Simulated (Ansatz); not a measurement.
Working through a check of PAW against all-electron LAPW of BaS, space group Fm-3m

Computed with the Ansatz DFT code, driven from Python.

The cells in order, each with its output:

In [1]:
```python
import ansatz as az
import numpy as np


def count_gap(report):
    # lowest empty less highest filled band, counting bands; zero where they overlap
    return max(report.get("gap_by_band_count_ev") or 0.0, 0.0)
```

In [2]:
```python
crystal = (
    az.Lattice.of((0.0, 3.19375, 3.19375), (3.19375, 0.0, 3.19375), (3.19375, 3.19375, 0.0))
    .atom("Ba", (0.0, 0.0, 0.0))
    .atom("S", (0.5, 0.5, 0.5))
)
```

In [3]:
```python
[site.symbol for site in crystal.resolved().sites]
```
Out [3]:
```text
['Ba', 'S']
```

In [4]:
```python
calculation = crystal.calculation()
calculation = calculation.functional("pbe").kpoints(3, 3, 3, center="monkhorst-pack")
calculation = calculation.occupations("fixed")
calculation = calculation.scf(max_iterations=60)
calculation = calculation.stress()
calculation = calculation.forces()
calculation = calculation.band_table()
variants = {
    "PAW": calculation.pseudopotentials("paw"),
    "LAPW": calculation.pseudopotentials("all_electron", lapw=True),
}
# totals differ by the cores that each treatment holds, so compare what does not depend on them
rows = []
for label, variant in variants.items():
    summary = variant.run().report
    levels = np.array(summary["eigenvalues_ev"][0]) - summary["fermi_energy_ev"]
    print(label, "levels at the first k-point near E_F:", np.round(levels[np.abs(levels) < 5], 3))
    rows.append((label, summary["n_electrons"], np.trace(summary["stress_gpa"]) / 3, count_gap(summary)))
print("     treatment  electrons in bands           P GPa  gap by band count eV")
for row in rows:
    print(f"{str(row[0]):>14s}  {row[1]:18.1f}  {row[2]:14.3f}  {row[3]:20.3f}")
```
```text
DeckWarning: basis.ecutwfc = 420 eV, auto-derived from the records' recommended cutoffs: set by Ba (normal level)
PAW levels at the first k-point near E_F: [-0.    -0.     0.     3.677  3.943  3.943  3.943]
LAPW levels at the first k-point near E_F: [-0.    -0.     0.     3.677  3.944  3.944  3.944  4.866]
     treatment  electrons in bands           P GPa  gap by band count eV
           PAW                16.0           1.012                 2.495
          LAPW                42.0           1.011                 2.495
```

PAW gives 1.012 GPa and LAPW 1.011 GPa, 0.001 GPa apart. They took 0.4 and 1.5 s of processor time.

Caveats:
- The settings weren't tested for convergence.
- Along an axis with an odd division the mesh misses the point at one half; a gap read on a finite mesh is an upper bound on this functional's gap.
- Semilocal gaps usually lie well under measured ones.
- The computed bands are complete only to about 3.9 eV above the Fermi level.
- With fixed filling the reported Fermi level is the top filled level among the k-points of the SCF.
- The k-point mesh is coarse, and energy and stress weren't tested for convergence.
- The starting cell is as deposited in a crystallographic database; the results hold for this polymorph, which needn't be the stable one.
- Gaps and levels are Kohn-Sham values on a finite set of k-points, without spin-orbit coupling.
- Warnings are shown shortened and without file and line.
- Pressure is positive in compression; the treatments may keep other shells as core, so totals and counts of electrons can differ.
- Hardware and time: 2.5 s on 1 thread of Intel(R) Xeon(R) Platinum 8488C (Sapphire Rapids), with other jobs on the host, peak memory 0.42 GiB.
